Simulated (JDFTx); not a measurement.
# WS2 in JDFTx: settings compared

Aim: see how the results for WS2 move with the level of theory and the settings. Levels: PBEsol, BLYP. Tasks: band structure.

All numbers are computed with JDFTx 1.7.0 (patched build); they aren't measurements. Logs are shortened: lines on timing, memory, paths and dates and some standing lists are left out, and cuts for length are marked. The log counts tension as positive stress, the text compression.

## (1) The slab as given

The cell holds a slab with vacuum, 3 atoms: a = 3.184 Å, b = 3.184 Å, c = 16.951 Å, α = 90.00°, β = 90.00°, γ = 120.00°.

## (2) Band structure, PBEsol

Contents of bands.in:

```
lattice \
    6.0159740246    -3.0079870123     0.0000000000 \
    0.0000000000     5.2099863337     0.0000000000 \
    0.0000000000     0.0000000000    32.0319498662
coords-type Lattice
ion W      0.0000000000     0.0000000000     0.0000000000 1
ion S      0.3333333333     0.6666666667     0.0920005100 1
ion S      0.3333333333     0.6666666667     0.9079994900 1

ion-species pseudo/W.upf
ion-species pseudo/S.upf
elec-cutoff 37 296
elec-ex-corr gga-PBEsol
elec-smearing Fermi 0.0018374661
elec-n-bands 19
electronic-minimize nIterations 30 energyDiffThreshold 1e-06
davidson-band-ratio 1.3
forces-output-coords Cartesian
include path.kpoints
symmetries none
fix-electron-density run.$VAR

dump-name bands.$VAR
dump End Ecomponents EigStats BandEigs Kpoints Forces
```

Contents of path.kpoints:

```
kpoint +0.0000000000 +0.0000000000 +0.0000000000 0.020000000000
kpoint +0.0714285714 +0.0000000000 +0.0000000000 0.020000000000
kpoint +0.1428571429 +0.0000000000 +0.0000000000 0.020000000000
kpoint +0.2142857143 +0.0000000000 +0.0000000000 0.020000000000
kpoint +0.2857142857 +0.0000000000 +0.0000000000 0.020000000000
kpoint +0.3571428571 +0.0000000000 +0.0000000000 0.020000000000
kpoint +0.4285714286 +0.0000000000 +0.0000000000 0.020000000000
kpoint +0.5000000000 +0.0000000000 +0.0000000000 0.020000000000
kpoint +0.4583333333 +0.0833333333 +0.0000000000 0.020000000000
kpoint +0.4166666667 +0.1666666667 +0.0000000000 0.020000000000
kpoint +0.3750000000 +0.2500000000 +0.0000000000 0.020000000000
kpoint +0.3333333333 +0.3333333333 +0.0000000000 0.020000000000
kpoint +0.2962962963 +0.2962962963 +0.0000000000 0.020000000000
kpoint +0.2592592593 +0.2592592593 +0.0000000000 0.020000000000
kpoint +0.2222222222 +0.2222222222 +0.0000000000 0.020000000000
kpoint +0.1851851852 +0.1851851852 +0.0000000000 0.020000000000
kpoint +0.1481481481 +0.1481481481 +0.0000000000 0.020000000000
kpoint +0.1111111111 +0.1111111111 +0.0000000000 0.020000000000
kpoint +0.0740740741 +0.0740740741 +0.0000000000 0.020000000000
kpoint +0.0370370370 +0.0370370370 +0.0000000000 0.020000000000
kpoint +0.0000000000 +0.0000000000 +0.0000000000 0.020000000000
kpoint +0.0000000000 +0.0000000000 +0.5000000000 0.020000000000
kpoint +0.0625000000 +0.0000000000 +0.5000000000 0.020000000000
kpoint +0.1250000000 +0.0000000000 +0.5000000000 0.020000000000
kpoint +0.1875000000 +0.0000000000 +0.5000000000 0.020000000000
kpoint +0.2500000000 +0.0000000000 +0.5000000000 0.020000000000
kpoint +0.3125000000 +0.0000000000 +0.5000000000 0.020000000000
kpoint +0.3750000000 +0.0000000000 +0.5000000000 0.020000000000
kpoint +0.4375000000 +0.0000000000 +0.5000000000 0.020000000000
kpoint +0.5000000000 +0.0000000000 +0.5000000000 0.020000000000
kpoint +0.4666666667 +0.0666666667 +0.5000000000 0.020000000000
kpoint +0.4333333333 +0.1333333333 +0.5000000000 0.020000000000
kpoint +0.4000000000 +0.2000000000 +0.5000000000 0.020000000000
kpoint +0.3666666667 +0.2666666667 +0.5000000000 0.020000000000
kpoint +0.3333333333 +0.3333333333 +0.5000000000 0.020000000000
kpoint +0.3030303030 +0.3030303030 +0.5000000000 0.020000000000
kpoint +0.2727272727 +0.2727272727 +0.5000000000 0.020000000000
kpoint +0.2424242424 +0.2424242424 +0.5000000000 0.020000000000
kpoint +0.2121212121 +0.2121212121 +0.5000000000 0.020000000000
kpoint +0.1818181818 +0.1818181818 +0.5000000000 0.020000000000
kpoint +0.1515151515 +0.1515151515 +0.5000000000 0.020000000000
kpoint +0.1212121212 +0.1212121212 +0.5000000000 0.020000000000
kpoint +0.0909090909 +0.0909090909 +0.5000000000 0.020000000000
kpoint +0.0606060606 +0.0606060606 +0.5000000000 0.020000000000
kpoint +0.0303030303 +0.0303030303 +0.5000000000 0.020000000000
kpoint +0.0000000000 +0.0000000000 +0.5000000000 0.020000000000
kpoint +0.5000000000 +0.0000000000 +0.5000000000 0.020000000000
kpoint +0.5000000000 +0.0000000000 +0.0000000000 0.020000000000
kpoint +0.3333333333 +0.3333333333 +0.0000000000 0.020000000000
kpoint +0.3333333333 +0.3333333333 +0.5000000000 0.020000000000
```

Potentials or basis: PseudoDojo-SR-PBEsol-0.4.1-standard.

The run is started by

```
jdftx -c 1 -i bands.in -o bands.out
```

What it wrote:

```text
*************** JDFTx 1.7.0 (patched build) ***************

Input parsed successfully to the following command list (including defaults):
[... the input with its defaults ...]

---------- Initializing the Grid ----------
R =
[      6.01597     -3.00799            0  ]
[            0      5.20999            0  ]
[            0            0      32.0319  ]
unit cell volume = 1003.98
G =
[    1.04442   0.602994         -0  ]
[          0    1.20599          0  ]
[          0         -0   0.196154  ]
Minimum fftbox size, Smin = [  48  48  252  ]
Chosen fftbox size, S = [  48  48  252  ]

---------- Initializing tighter grid for wavefunction operations ----------
R =
[      6.01597     -3.00799            0  ]
[            0      5.20999            0  ]
[            0            0      32.0319  ]
unit cell volume = 1003.98
G =
[    1.04442   0.602994         -0  ]
[          0    1.20599          0  ]
[          0         -0   0.196154  ]
Minimum fftbox size, Smin = [  36  36  176  ]
Chosen fftbox size, S = [  36  36  180  ]

---------- Exchange Correlation functional ----------
Initalized PBEsol GGA exchange.
Initalized PBEsol GGA correlation.

---------- Setting up pseudopotentials ----------
Width of ionic core gaussian charges (only for fluid interactions / plotting) set to 0

Reading pseudopotential file 'pseudo/W.upf':
  'W' pseudopotential, 'PBESOL' functional
  Generated using ONCVPSP code by D. R. Hamann
  14 valence electrons, 4 orbitals, 8 projectors, 1001 radial grid points, with lMax = 3
    5S    l: 0   occupation:  2.0   eigenvalue: -2.907164
    5P    l: 1   occupation:  6.0   eigenvalue: -1.588366
    5D    l: 2   occupation:  4.0   eigenvalue: -0.165815
    6S    l: 0   occupation:  2.0   eigenvalue: -0.211168
  Core radius for overlap checks: 2.00 bohrs.

Reading pseudopotential file 'pseudo/S.upf':
  'S' pseudopotential, 'PBESOL' functional
  Generated using ONCVPSP code by D. R. Hamann
  6 valence electrons, 2 orbitals, 6 projectors, 1001 radial grid points, with lMax = 2
    3S    l: 0   occupation:  2.0   eigenvalue: -0.631879
    3P    l: 1   occupation:  4.0   eigenvalue: -0.256451
  Core radius for overlap checks: 1.58 bohrs.

Initialized 2 species with 3 total atoms.

Folded 50 k-points by 1x1x1 to 50 k-points.

---------- Setting up k-points, bands, fillings ----------
No reducable k-points.
Computing the number of bands and number of electrons
Calculating initial fillings.
nElectrons:  26.000000   nBands: 19   nStates: 50

----- Setting up reduced wavefunction bases (one per k-point) -----
average nbasis = 10795.040 , ideal nbasis = 10792.511

---------- Setting up ewald sum ----------
Optimum gaussian width for ewald sums = 3.326329 bohr.
Real space sum over 1445 unit cells with max indices [  8  8  2  ]
Reciprocal space sum over 2673 terms with max indices [  4  4  16  ]

---------- Allocating electronic variables ----------
Reading n from file 'run.n' ... done
Initializing wave functions:  linear combination of atomic orbitals
Note: number of bands (19) exceeds available atomic orbitals (18)

----------- Band structure minimization -------------
Minimization will be done independently for each quantum number.

---- Minimization of quantum number:     0  [ +0.0000000 +0.0000000 +0.0000000 ]  0.040000000 ----
BandDavidson: Iter:   0  Eband: -0.277662581248268
BandDavidson: Iter:   1  Eband: -0.298652348022289  dEband: -2.098977e-02
BandDavidson: Iter:   2  Eband: -0.303288671371989  dEband: -4.636323e-03
BandDavidson: Iter:   3  Eband: -0.303813377257850  dEband: -5.247059e-04
[... 906 lines of inner loops ...]
BandDavidson: Iter:  14  Eband: -0.302196692179636  dEband: -1.053179e-06
BandDavidson: Iter:  15  Eband: -0.302197363505311  dEband: -6.713257e-07
BandDavidson: Converged (dEband<1.000000e-06)
	FillingsUpdate:  mu: +0.041841078  nElectrons: 26.000000

Dumping 'bands.eigStats' ...
	eMin: -2.710479 at state 0 ( [ +0.000000 +0.000000 +0.000000 ] spin 0 )
	HOMO: +0.008413 at state 21 ( [ +0.000000 +0.000000 +0.500000 ] spin 0 )
	mu  : +0.041841
	LUMO: +0.073645 at state 49 ( [ +0.333333 +0.333333 +0.500000 ] spin 0 )
	eMax: +0.323136 at state 9 ( [ +0.416667 +0.166667 +0.000000 ] spin 0 )
	HOMO-LUMO gap: +0.065232
	Optical gap  : +0.065523 at state 49 ( [ +0.333333 +0.333333 +0.500000 ] spin 0 )
Done!
[note: mu, HOMO and LUMO in a band run belong to the points of the path alone and aren't those of the crystal]
```

Run time: 3 min. Hardware: 1 thread of Arm Neoverse V1, shared host; peak memory 0.29 GiB.

Results:

| Property | Result |
| --- | --- |
| Band gap along the path | 1.78 eV, indirect (least direct gap 1.78 eV) |

Levels at the corners of the path, in eV from the valence-band top:
```csv
point,band 9,band 10,band 11,band 12,band 13,band 14,band 15,band 16,band 17
Γ,-2.90,-2.06,-1.65,-1.65,0.00,2.89,2.89,3.09,3.09
M,-4.43,-3.44,-2.07,-1.27,-0.92,2.84,3.30,4.04,4.77
K,-4.52,-3.88,-3.24,-2.32,-0.01,1.78,3.36,4.08,5.55
Γ,-2.90,-2.06,-1.65,-1.65,0.00,2.89,2.89,3.09,3.09
A,-2.90,-2.06,-1.65,-1.65,0.00,2.89,2.89,3.09,3.09
L,-4.43,-3.44,-2.07,-1.27,-0.92,2.84,3.30,4.04,4.77
H,-4.52,-3.88,-3.24,-2.32,-0.01,1.78,3.36,4.08,5.55
A,-2.90,-2.06,-1.65,-1.65,0.00,2.89,2.89,3.09,3.09
L,-4.43,-3.44,-2.07,-1.27,-0.92,2.84,3.30,4.04,4.77
M,-4.43,-3.44,-2.07,-1.27,-0.92,2.84,3.30,4.04,4.77
K,-4.52,-3.88,-3.24,-2.32,-0.01,1.78,3.36,4.08,5.55
H,-4.52,-3.88,-3.24,-2.32,-0.01,1.78,3.36,4.08,5.55
```

Caveat: spin-orbit coupling is left out, which moves the levels of the heavy elements.

## (3) Band structure, BLYP

Edit bands.in of step 2 so:

```diff
@@ -1,5 +1,2 @@
-lattice \
-    6.0159740246    -3.0079870123     0.0000000000 \
-    0.0000000000     5.2099863337     0.0000000000 \
-    0.0000000000     0.0000000000    32.0319498662
+lattice Hexagonal 6.0159740246 32.0319498662
 coords-type Lattice
@@ -12,3 +9,3 @@
 elec-cutoff 37 296
-elec-ex-corr gga-PBEsol
+elec-ex-corr gga-x-b88 gga-c-lyp
 elec-smearing Fermi 0.0018374661
```

path.kpoints is that of step 2.

Potentials or basis: PseudoDojo-SR-PBE-0.5-standard.

The run is started by

```
jdftx -c 1 -i bands.in -o bands.out
```

It took 3.1 min on 1 thread of Arm Neoverse V1, shared host; peak memory 0.29 GiB.

It converged, with:

* Band gap along the path: 1.79 eV, indirect (least direct gap 1.79 eV)

Levels at the corners of the path, in eV from the valence-band top:
```csv
point,band 11,band 12,band 13,band 14,band 15,band 16
Γ,-1.66,-1.66,0.00,2.91,2.91,3.06
M,-2.08,-1.27,-0.82,2.79,3.26,4.11
K,-3.15,-2.33,-0.01,1.79,3.40,4.02
Γ,-1.66,-1.66,0.00,2.91,2.91,3.06
A,-1.66,-1.66,0.00,2.91,2.91,3.06
L,-2.08,-1.27,-0.82,2.79,3.26,4.11
H,-3.15,-2.33,-0.01,1.79,3.40,4.02
A,-1.66,-1.66,0.00,2.91,2.91,3.06
L,-2.08,-1.27,-0.82,2.79,3.26,4.11
M,-2.08,-1.27,-0.82,2.79,3.26,4.11
K,-3.15,-2.33,-0.01,1.79,3.40,4.02
H,-3.15,-2.33,-0.01,1.79,3.40,4.02
```

Caveat: spin-orbit coupling is left out, which moves the levels of the heavy elements.
